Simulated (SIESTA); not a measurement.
MgS in SIESTA: convergence with real-space mesh cutoff

Crystal: MgS.

```
S Mg
1.0
     4.03462    0.00000    0.00000
    -2.01731    3.49409    0.00000
     0.00000    0.00000    6.43229
S Mg
2 2
Direct
  0.66170 0.33747 0.87235
  0.33641 0.66494 0.37150
  0.33406 0.66863 0.99751
  0.66446 0.32535 0.50085
```

The cell comes from a database or a generator and needn't be the stable form of this composition.

The cell isn't the ideal one: atoms moved at random, drawn with an rms of 0.05 Å.

| Quantity | Value |
| --- | --- |
| Program | SIESTA 5.4.2 |
| Task | single point |
| Functional | LDA |
| Potentials or basis | PseudoDojo 0.4 standard (LDA files) |
| Basis | DZP (energy shift 0.002 Ry) |
| Grid cutoff | 100 Ry |
| Energy shift | 0.002 Ry |
| k mesh | 6 × 6 × 3 |
| Occupations | fermi-dirac, width 0.05 eV |
| Spin | no spin polarisation |

These are the settings of the first run; the series varies real-space mesh cutoff, with any setting tied to it.

Hardware: 1 thread of Arm Neoverse V2, with other jobs on the host.

| real-space mesh cutoff | energy less the tightest run, at zero smearing (meV/atom) | pressure (GPa) | largest force (eV/Å) | SCF cycles | CPU time (s) | peak memory (GiB) |
| --- | --- | --- | --- | --- | --- | --- |
| 100 Ry | -6.54 | 0.86 | - | 9 | 3.6 | 0.14 |
| 150 Ry | -0.64 | 0.71 | 0.521 | 9 | 4.8 | 0.15 |
| 200 Ry | -0.22 | 0.70 | 0.512 | 9 | 5.5 | 0.16 |
| 300 Ry | 0.00 | 0.70 | 0.507 | 9 | 9.2 | 0.19 |
| 400 Ry | 0.00 | 0.69 | 0.507 | 9 | 13 | 0.23 |
| 500 Ry | 0.00 | 0.69 | 0.507 | 9 | 15 | 0.24 |
| 700 Ry | 0.00 | 0.70 | 0.506 | 9 | 26 | 0.33 |
| 900 Ry | 0.00 | 0.70 | 0.507 | 9 | 31 | 0.38 |
| 1200 Ry | 0.00 | 0.69 | 0.507 | 9 | 56 | 0.6 |

Against the tightest run, the energy stays within 1 meV/atom from 150 Ry on; the pressure stays within 0.1 GPa from 150 Ry on; the largest force stays within 0.005 eV/Å from 200 Ry on. Values are those asked for, which the program may round to a finer grid. The tightest run that finished is the yardstick and may itself not be fully converged.

Caveat, for the tightest run too: semicore shells carry a single zeta, which can move pressures by several GPa and volumes by a few percent; the basis of atomic orbitals isn't converged, which shifts pressures, moduli and gaps.
